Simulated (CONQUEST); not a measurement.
# SiC (Moissanite) (P6_3mc) in CONQUEST: notebook

The runs below take SiC (Moissanite) through equation of state, with PBE.

All numbers are computed with CONQUEST 1.3; they aren't measurements. Logs are shortened: lines on timing, memory, paths and dates and some standing lists are left out, and cuts for length are marked.

## (1) The crystal as given

It takes space group P6_3mc (No. 186, hexagonal). Conventional cell: a = 3.076 Å, b = 3.076 Å, c = 5.048 Å, α = 90.00°, β = 90.00°, γ = 120.00°. Si (site symmetry 3m) has 4 C at 1.87 to 1.94 Å as nearest neighbours. C (site symmetry 3m) is surrounded by 4 Si at 1.87 to 1.94 Å.

## (2) Equation of state, PBE, 9.72 Å³/atom (volume scaled by 0.94)

Input file Conquest_input:

```
IO.Title SiC
IO.Coordinates coords.dat
IO.FractionalAtomicCoords T
IO.Iprint 2
IO.Iprint_init 1
General.NumberOfSpecies 2
General.PseudopotentialType hamann
AtomMove.TypeOfRun static
AtomMove.FullStress T
Grid.PointsAlongX 32
Grid.PointsAlongY 48
Grid.PointsAlongZ 60
DM.SolutionMethod diagon
Diag.MPMesh T
Diag.GammaCentred T
Diag.MPMeshX 9
Diag.MPMeshY 5
Diag.MPMeshZ 5
Diag.kT 0.00183747
minE.SCTolerance 1e-6
SC.MaxIters 100
IO.AtomChargeOutput T
%block ChemicalSpeciesLabel
1 28.090 Si
2 12.010 C
%endblock
```

Input file coords.dat:

```
    5.6941357419     0.0000000000     0.0000000000
    0.0000000000     9.3446024789     0.0000000000
    0.0000000000     0.0000000000     9.8625324101
8
  0.0000000000   0.5000000000   0.3333333330 1 T T T
  0.5000000000   0.5000000000   0.8333333330 1 T T T
  0.0000000000   0.0000000000   0.6666666670 1 T T T
  0.5000000000   0.0000000000   0.1666666670 1 T T T
  0.0000000000   0.8850000000   0.3333333330 2 T T T
  0.5000000000   0.8850000000   0.8333333330 2 T T T
  0.0000000000   0.3850000000   0.6666666670 2 T T T
  0.5000000000   0.3850000000   0.1666666670 2 T T T
```

Potentials or basis: PseudoDojo NC PBE, DZ, grid of 32 × 48 × 60 points.

Started as:

```sh
Conquest
```

The program printed:

```text
Simulation cell dimensions:     5.6941 a0 x     9.3446 a0 x     9.8625 a0

      Atomic coordinates (a0)
         Atom         X         Y         Z  Species
            1    0.0000    4.6723    3.2875        1
            2    2.8471    4.6723    8.2188        1
            3    0.0000    0.0000    6.5750        1
            4    2.8471    0.0000    1.6438        1
            5    0.0000    8.2700    3.2875        2
            6    2.8471    8.2700    8.2188        2
            7    0.0000    3.5977    6.5750        2
            8    2.8471    3.5977    1.6438        2

         Monkhorst-Pack mesh:   9 x   5 x   5 gamma-centred
        This calculation includes non-local pseudopotentials,
         with a maximum core radius of      7.12043063

    Job title: SiC
    Job to be run: static calculation

[... 5 lines left out ...]
      Using Fermi-Dirac smearing

    Integration grid size:     32 x   48 x   60

    Integration grid spacing:  0.178 a0 x 0.195 a0 x 0.164 a0

    Number of species:  2
    --------------------------------------------------------
    |   #  mass (au)  Charge (e)  SF Rad (a0)  NSF  Label  |
    --------------------------------------------------------
    |   1     28.090       4.000        7.398    8  Si     |
    |   2     12.010       4.000        6.619    8  C      |
    --------------------------------------------------------
          SCF tolerance:                 0.00000100
          SCF iterations:               100

    The functional used will be GGA PBE96

           radial cut-off to be used is taken to be max PAO cut-off radius for this species:    7.120431

           greatest ang. mom. for making density from PAOs:  1

           radial cut-off to be used is taken to be max PAO cut-off radius for this species:    6.247137

           greatest ang. mom. for making density from PAOs:  1
    Minimum blocs/proc is     1440. Maximum blocs/proc is     1440
    set_atom_dens: In set_atomic_density, electrons :      32.000000000000
 matrix_size & matrix_size_padH =           64          64

    Screened ion int: energy:     -24.805838847951 Ha

    new_SC_potl: Starting.  Tolerance:  0.10000E-05

    PulayMixSC: Starting Pulay mixing, A_up =  0.500 A_dn =  0.500
    PulayMixSC: Spin non-polarised calculation.
          Harris-Foulkes Energy            :       -41.117076886675477 Ha
          (TS=0 as O(N) or entropic contribution is negligible)
          DFT Total Energy                 :       -40.452447443098045 Ha
          Total number of electrons        :        32.000000000000568
    PulayMixSC: Pulay iteration     1 residual:              0.12143E-01
          Harris-Foulkes Energy            :       -40.836049268485411 Ha
          (TS=0 as O(N) or entropic contribution is negligible)
          DFT Total Energy                 :       -40.818736388363220 Ha
          Total number of electrons        :        31.999991038279855
    PulayMixSC: Pulay iteration     2 residual:              0.29800E-02
          Harris-Foulkes Energy            :       -40.828497611968913 Ha
          (TS=0 as O(N) or entropic contribution is negligible)
          DFT Total Energy                 :       -40.828548234705394 Ha
          Total number of electrons        :        31.999983431747093
    PulayMixSC: Pulay iteration     3 residual:              0.10327E-02
          Harris-Foulkes Energy            :       -40.828582873789635 Ha
          (TS=0 as O(N) or entropic contribution is negligible)
          DFT Total Energy                 :       -40.828577521222243 Ha
          Total number of electrons        :        31.999974027446989
    PulayMixSC: Pulay iteration     4 residual:              0.41633E-04
          Harris-Foulkes Energy            :       -40.828580026081418 Ha
          (TS=0 as O(N) or entropic contribution is negligible)
          DFT Total Energy                 :       -40.828579785292533 Ha
          Total number of electrons        :        31.999974139728206
    PulayMixSC: Pulay iteration     5 residual:              0.13162E-04
          Harris-Foulkes Energy            :       -40.828579927702904 Ha
          (TS=0 as O(N) or entropic contribution is negligible)
          DFT Total Energy                 :       -40.828579926675687 Ha
          Total number of electrons        :        31.999974077417548
    PulayMixSC: Pulay iteration     6 residual:              0.74602E-06
    PulayMixSC: Reached SCF tolerance of  0.74602E-06 after      6 iterations
      | Number of electrons      =        31.999974
      |* band energy as 2Tr[K.H] =       -15.685809936689942 Ha
      |  screened ion-ion energy =       -24.805838847951357 Ha
      |  Ha correction           =        -1.599131678733492 Ha
      |  XC correction           =         1.262179719799539 Ha
      |* Harris-Foulkes energy   =       -40.828579927702904 Ha
      |* DFT total energy        =       -40.828579926675687 Ha
      |  estimated accuracy      =        -0.000000001027217 Ha

    force: Forces on atoms (Ha/a0)
    force:  Atom   X              Y              Z
    force:     1   0.0000000000   0.0208189194  -0.0000606014
    force:     2  -0.0000000000   0.0208189194  -0.0000606014
    force:     3   0.0000000000   0.0208189194   0.0000606014
    force:     4  -0.0000000000   0.0208189194   0.0000606014
    force:     5  -0.0000000000  -0.0209856374   0.0000311211
    force:     6   0.0000000000  -0.0209856374   0.0000311211
    force:     7   0.0000000000  -0.0209856374  -0.0000311211
    force:     8   0.0000000000  -0.0209856374  -0.0000311211

    force: Maximum force :        0.02098564(Ha/a0) on atom         7 in y direction
    force: Force Residual:        0.02090250 Ha/a0
    force: Total stress:        -43.00536876     0.00000000     0.00000000 GPa
                             0.00000000   -32.17006205     0.00000000
                             0.00000000     0.00000000   -42.84366974
    force: Average pressure:     39.33970018 GPa

    force: Finished force
    get_E_and_F: Change in energy during last step of electronic optimisation:  0.98379E-07

    BIBLIOGRAPHY: Please consider citing the following references in the conquest.bib file

    CONQUEST:         Bowler2002pt, Miyazaki2004, Nakata2020
    Basis:            Bowler2019
    DM:               Bowler:2006xr
    Pseudopotentials: Hamann2013, Bowler2019
    XC functional:    Perdew1996
```

It took 30 s on 1 thread of Intel Xeon 6975P-C (Granite Rapids), shared host; peak memory 0.66 GiB.

Results:

```yaml
Free_energy: -1111.0023 eV
Pressure: 39.3 GPa
Largest_force: 1.079 eV/Å
Band_gap_on_the_k_mesh: 2.70 eV
Mulliken_charges: Si +1.58; C -1.58 e
```

Caveat: the atomic basis is small; Mulliken charges move with the basis; an odd mesh through Γ misses points on the zone boundary, where band edges often lie; the basis of atomic orbitals isn't converged, which shifts pressures, moduli and gaps; forces of over 1 eV/Å show positions far from the minimum, so gaps and moduli don't describe the material at rest.

## (3) Equation of state, PBE, 9.93 Å³/atom (volume scaled by 0.96)

Conquest_input is that of step 2.

coords.dat, as its differences from that of step 2:

```diff
@@ -1,4 +1,4 @@
-    5.6941357419     0.0000000000     0.0000000000
-    0.0000000000     9.3446024789     0.0000000000
-    0.0000000000     0.0000000000     9.8625324101
+    5.7342366107     0.0000000000     0.0000000000
+    0.0000000000     9.4104117069     0.0000000000
+    0.0000000000     0.0000000000     9.9319891520
 8
```

Potentials or basis: PseudoDojo NC PBE, DZ, grid of 32 × 48 × 60 points.

Started as:

```sh
Conquest
```

Run time: 29 s. Hardware: 1 thread of Intel Xeon 6975P-C (Granite Rapids), shared host; peak memory 0.64 GiB.

The run converged. Its results:

| Quantity | Value |
| --- | --- |
| Free energy | -1111.3750 eV |
| Pressure | 32.9 GPa |
| Largest force | 1.046 eV/Å |
| Band gap on the k mesh | 2.74 eV |
| Mulliken charges | Si +1.61; C -1.61 e |

Caveat: the atomic basis is small; Mulliken charges move with the basis; an odd mesh through Γ misses points on the zone boundary, where band edges often lie; the basis of atomic orbitals isn't converged, which shifts pressures, moduli and gaps; forces of over 1 eV/Å show positions far from the minimum, so gaps and moduli don't describe the material at rest.

## (4) Equation of state, PBE, 10.13 Å³/atom (volume scaled by 0.98)

Conquest_input is that of step 3.

coords.dat, as its differences from that of step 3:

```diff
@@ -1,4 +1,4 @@
-    5.7342366107     0.0000000000     0.0000000000
-    0.0000000000     9.4104117069     0.0000000000
-    0.0000000000     0.0000000000     9.9319891520
+    5.7737843198     0.0000000000     0.0000000000
+    0.0000000000     9.4753131488     0.0000000000
+    0.0000000000     0.0000000000    10.0004877934
 8
```

Started as:

```sh
Conquest
```

It took 29 s on 1 thread of Intel Xeon 6975P-C (Granite Rapids), shared host; peak memory 0.64 GiB.

It converged, with:

* Free energy: -1111.6801 eV
* Pressure: 26.3 GPa
* Largest force: 1.010 eV/Å
* Band gap on the k mesh: 2.79 eV
* Mulliken charges: Si +1.64; C -1.64 e

Caveat: the atomic basis is small; Mulliken charges move with the basis; an odd mesh through Γ misses points on the zone boundary, where band edges often lie; the basis of atomic orbitals isn't converged, which shifts pressures, moduli and gaps; forces of over 1 eV/Å show positions far from the minimum, so gaps and moduli don't describe the material at rest.

## (5) Equation of state, PBE, 10.34 Å³/atom

Conquest_input is that of step 4.

coords.dat, as its differences from that of step 4:

```diff
@@ -1,4 +1,4 @@
-    5.7737843198     0.0000000000     0.0000000000
-    0.0000000000     9.4753131488     0.0000000000
-    0.0000000000     0.0000000000    10.0004877934
+    5.8127975593     0.0000000000     0.0000000000
+    0.0000000000     9.5393374771     0.0000000000
+    0.0000000000     0.0000000000    10.0680607067
 8
```

Started as:

```sh
Conquest
```

Wall time 27 s (1 thread of Intel Xeon 6975P-C (Granite Rapids), shared host); peak memory 0.61 GiB.

It converged, with:

* Free energy: -1111.9207 eV
* Pressure: 20.6 GPa
* Largest force: 0.985 eV/Å
* Band gap on the k mesh: 2.83 eV
* Mulliken charges: Si +1.66; C -1.66 e

Caveat: the atomic basis is small; Mulliken charges move with the basis; an odd mesh through Γ misses points on the zone boundary, where band edges often lie; the basis of atomic orbitals isn't converged, which shifts pressures, moduli and gaps.

## (6) Equation of state, PBE, 10.55 Å³/atom (volume scaled by 1.02)

Conquest_input is that of step 5.

coords.dat, as its differences from that of step 5:

```diff
@@ -1,4 +1,4 @@
-    5.8127975593     0.0000000000     0.0000000000
-    0.0000000000     9.5393374771     0.0000000000
-    0.0000000000     0.0000000000    10.0680607067
+    5.8512940293     0.0000000000     0.0000000000
+    0.0000000000     9.6025137387     0.0000000000
+    0.0000000000     0.0000000000    10.1347385486
 8
```

Potentials or basis: PseudoDojo NC PBE, DZ, grid of 32 × 48 × 60 points.

Started as:

```sh
Conquest
```

Wall time 27 s (1 thread of Intel Xeon 6975P-C (Granite Rapids), shared host); peak memory 0.61 GiB.

The run converged. Its results:

| Item | Value |
| --- | --- |
| Free energy | -1112.1032 eV |
| Pressure | 15.1 GPa |
| Largest force | 0.947 eV/Å |
| Band gap on the k mesh | 2.87 eV |
| Mulliken charges | Si +1.68; C -1.68 e |

Caveat: the atomic basis is small; Mulliken charges move with the basis; an odd mesh through Γ misses points on the zone boundary, where band edges often lie; the basis of atomic orbitals isn't converged, which shifts pressures, moduli and gaps.

## (7) Equation of state, PBE, 10.75 Å³/atom (volume scaled by 1.04)

Conquest_input is that of step 6.

coords.dat, as its differences from that of step 6:

```diff
@@ -1,4 +1,4 @@
-    5.8512940293     0.0000000000     0.0000000000
-    0.0000000000     9.6025137387     0.0000000000
-    0.0000000000     0.0000000000    10.1347385486
+    5.8892905099     0.0000000000     0.0000000000
+    0.0000000000     9.6648694712     0.0000000000
+    0.0000000000     0.0000000000    10.2005503833
 8
```

Started as:

```sh
Conquest
```

Wall time 27 s (1 thread of Intel Xeon 6975P-C (Granite Rapids), shared host); peak memory 0.61 GiB.

Results (log left out):

```yaml
Free_energy: -1112.2371 eV
Pressure: 10.8 GPa
Largest_force: 0.918 eV/Å
Band_gap_on_the_k_mesh: 2.91 eV
Mulliken_charges: Si +1.70; C -1.70 e
```

Caveat: the atomic basis is small; Mulliken charges move with the basis; an odd mesh through Γ misses points on the zone boundary, where band edges often lie; the basis of atomic orbitals isn't converged, which shifts pressures, moduli and gaps.

## (8) Equation of state, PBE, 10.96 Å³/atom (volume scaled by 1.06)

Conquest_input is that of step 7.

coords.dat, as its differences from that of step 7:

```diff
@@ -1,4 +1,4 @@
-    5.8892905099     0.0000000000     0.0000000000
-    0.0000000000     9.6648694712     0.0000000000
-    0.0000000000     0.0000000000    10.2005503833
+    5.9268029257     0.0000000000     0.0000000000
+    0.0000000000     9.7264308091     0.0000000000
+    0.0000000000     0.0000000000    10.2655237935
 8
```

Started as:

```sh
Conquest
```

Wall time 29 s (1 thread of Intel Xeon 6975P-C (Granite Rapids), shared host); peak memory 0.59 GiB.

It converged, with:

- Free energy: -1112.3244 eV
- Pressure: 6.1 GPa
- Largest force: 0.886 eV/Å
- Band gap on the k mesh: 2.95 eV
- Mulliken charges: Si +1.70; C -1.70 e

Caveat: the atomic basis is small; Mulliken charges move with the basis; an odd mesh through Γ misses points on the zone boundary, where band edges often lie; the basis of atomic orbitals isn't converged, which shifts pressures, moduli and gaps.

## (9) Equation of state, PBE

Potentials or basis: PseudoDojo NC PBE, DZ, grid of 32 × 48 × 60 points.

This step only gathers the single runs of the series.

What came out:

```
Equilibrium volume                        : 11.33 Å³/atom (rough: see the caveat)
Bulk modulus at fixed shape and positions : 181 GPa (rough)
```

Energy against volume, from the lowest point:
| volume (Å³/atom) | energy (meV/atom) |
| --- | --- |
| 9.721 | 165.27 |
| 9.927 | 118.68 |
| 10.134 | 80.55 |
| 10.341 | 50.47 |
| 10.548 | 27.65 |
| 10.755 | 10.92 |
| 10.961 | 0.00 |

Caveat: the minimum lies outside the volumes run; the atomic basis is small; the cell was scaled at fixed shape and fractional positions, which overstates the stiffness of a crystal with free parameters, most of all of layers and chains; the basis of atomic orbitals isn't converged, which shifts pressures, moduli and gaps.
